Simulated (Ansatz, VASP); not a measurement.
CdF2 in VASP and in Ansatz

File INCAR:

```
  PREC = Accurate
  ENCUT = 520
  EDIFF = 1E-7
  ISMEAR = -1
  SIGMA = 0.05
  LREAL = False
  LASPH = True
  NELM = 80
  ALGO = Normal
  ISIF = 2
  LWAVE = False
  LCHARG = False
  GGA = PE
  NBANDS = 20
```

The input KPOINTS:

```
regular mesh
0
Gamma
  9 9 9
```

The input POSCAR:

```
CdF2
1.0
    0.0000000000      2.6390049769      2.6390049769
    2.6390049769      0.0000000000      2.6390049769
    2.6390049769      2.6390049769      0.0000000000
Cd F
1 2
Direct
    0.0000000000      0.0000000000      0.0000000000
    0.7500000000      0.7500000000      0.7500000000
    0.2500000000      0.2500000000      0.2500000000
```

The input input.yaml:

```yaml
crystal:
  lattice:
    - [0.0, 2.6390049769, 2.6390049769]
    - [2.6390049769, 0.0, 2.6390049769]
    - [2.6390049769, 2.6390049769, 0.0]
  atoms:
    - { symbol: Cd, position: [0.0, 0.0, 0.0] }
    - { symbol: F, position: [0.75, 0.75, 0.75] }
    - { symbol: F, position: [0.25, 0.25, 0.25] }
hamiltonian:
  xc: pbe
  pseudopotentials: { kind: paw }
kpoints:
  mp_grid: { grid: [9, 9, 9] }
scf:
  occupations: { method: fermi_dirac, width: 0.05 }
output:
  forces: true
  stress: true
  eigenvalues: true
  write_density: true
  write_potential: true
  elf: true
  volumetric_format: npy
```

Change from the starting cell: volume scaled by 0.94.

Alike in both runs: task single point; functional PBE; k mesh 9 × 9 × 9; occupations fermi-dirac, width 0.05 eV; no spin polarisation.

|  | VASP | Ansatz |
| --- | --- | --- |
| version | VASP 6.6.1 | Ansatz 0.2.0 |
| potentials or method | VASP PAW PBE potentials, release 64 (Cd, F) | Ansatz PAW |
| plane-wave cutoff (eV) | 520 | 420 |
| valence electrons in the cell | 26 | 34 |

|  | VASP | Ansatz | Ansatz less VASP |
| --- | --- | --- | --- |
| gap on the k mesh at the Fermi level (eV) | 3.32 | 3.36 | +0.037 |
| least direct gap on the mesh (eV) | 3.70 | 3.74 | +0.036 |
| pressure (GPa) | 15.0 | 13.9 | -1.10 |

The two sets of potentials don't hold the same shells in valence.

Caveats: an odd mesh through Γ misses points on the zone boundary, where band edges often lie (VASP); odd divisions of the mesh miss points on the zone boundary, where band edges often lie, so the gap on the mesh can be too wide (Ansatz); the pressure holds a Pulay correction of +0.7 GPa for the finite cutoff (Ansatz).
